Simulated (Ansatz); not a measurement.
## Nb: equilibrium volume by level of theory

Symmetry: Im-3m, No. 229, cubic system. The conventional cell has a = 3.328 Å, b = 3.328 Å, c = 3.328 Å, α = 90.00°, β = 90.00°, γ = 90.00°. Around Nb (site symmetry m-3m) lie 8 Nb at 2.88 Å.

```tsv
rung	level	program and potentials	cutoff (eV)	k mesh	smearing	task	spin	core time	chip	equilibrium volume (Å³/atom)	miss	notes
LDA	LDA	Ansatz, Ansatz PAW	420	11 × 11 × 11	fermi-dirac 0.05	relaxation of cell and atoms	off	3.8 s	Intel Xeon	17.19	-4.0 %	potentials made for PBE, which Ansatz adapts in part
GGA + dispersion	RPBE+D4	Ansatz, Ansatz PAW	420	11 × 11 × 11	fermi-dirac 0.05	equation of state	off	3.9 s	Intel Xeon 6975P-C Granite Rapids	17.98	+0.4 %	potentials made for PBE, which Ansatz adapts in part
meta-GGA + dispersion	r2SCAN+D3(BJ)	Ansatz, Ansatz PAW	500	11 × 11 × 11	fermi-dirac 0.05	relaxation of cell and atoms	off	3.9 s	Intel Xeon 6975P-C Granite Rapids	17.78	-0.7 %	potentials made for PBE, which Ansatz adapts in part
GGA + dispersion	PBEsol+D3(BJ)	Ansatz, Ansatz PAW	420	11 × 11 × 11	fermi-dirac 0.05	relaxation of cell and atoms	off	4.3 s	Intel Xeon	16.90	-5.6 %	potentials made for PBE, which Ansatz adapts in part
GGA + dispersion	PBE+D4	Ansatz, Ansatz PAW	420	11 × 11 × 11	fermi-dirac 0.05	relaxation of cell and atoms	off	5.4 s	Intel Xeon	17.91	+0.1 %	-
GGA + dispersion	revPBE+D3(BJ)	Ansatz, Ansatz PAW	420	11 × 11 × 11	fermi-dirac 0.05	relaxation of cell and atoms	off	6.1 s	Intel Xeon	17.09	-4.5 %	potentials made for PBE, which Ansatz adapts in part
GGA + dispersion	PBEsol+D4	Ansatz, Ansatz PAW	420	11 × 11 × 11	fermi-dirac 0.05	relaxation of cell and atoms	off	6.3 s	Intel Xeon	(a)	?	potentials made for PBE, which Ansatz adapts in part
GGA	PBEsol	Ansatz, Ansatz PAW	420	11 × 11 × 11	fermi-dirac 0.05	equation of state	SOC, no magnetisation	12 s	Intel Xeon 6975P-C Granite Rapids	17.59	-1.7 %	potentials made for PBE, which Ansatz adapts in part
meta-GGA	r2SCAN	Ansatz, Ansatz PAW	500	11 × 11 × 11	fermi-dirac 0.05	equation of state	off	32 s	Intel Xeon Skylake/Cascade Lake	18.09	+1.1 %	potentials made for PBE, which Ansatz adapts in part
hybrid	HSEsol	Ansatz, Ansatz PAW	420	6 × 6 × 6	fermi-dirac 0.05	relaxation of cell and atoms	off	61 s	Intel Xeon	17.05	-4.7 %	coarse mesh; potentials made for PBE, which Ansatz adapts in part
Hartree-Fock	HF	Ansatz, Ansatz PAW	420	6 × 6 × 6	fermi-dirac 0.05	relaxation of cell and atoms	off	65 s	Intel Xeon	18.34	+2.5 %	coarse mesh; potentials made for PBE, which Ansatz adapts in part
```

Times are single runs on shared hosts and different chips, so they are rough; meshes, cutoffs and the tasks' sizes weigh on the time. Smearing widths are in eV. For a metal such meshes aren't converged. Meshes differ between rows, which moves values too. Meshes are those of the run's cell of 1 atom unless a note names another. Relaxations start from the cell shown or near it and stop with a little pressure left. The cell shown, of 18.43 Å³ an atom, is the runs' start and not the measured value. Misses use the values as printed. Runs on faulty files, with rough fits or with known faults for this quantity aren't shown.

Measured: 17.9 Å³/atom (arxiv:1906.07796). The runs are for a static lattice.

Estimate the value left out from the other rows.

(a) 17.43 Å³/atom, miss -2.6 %.
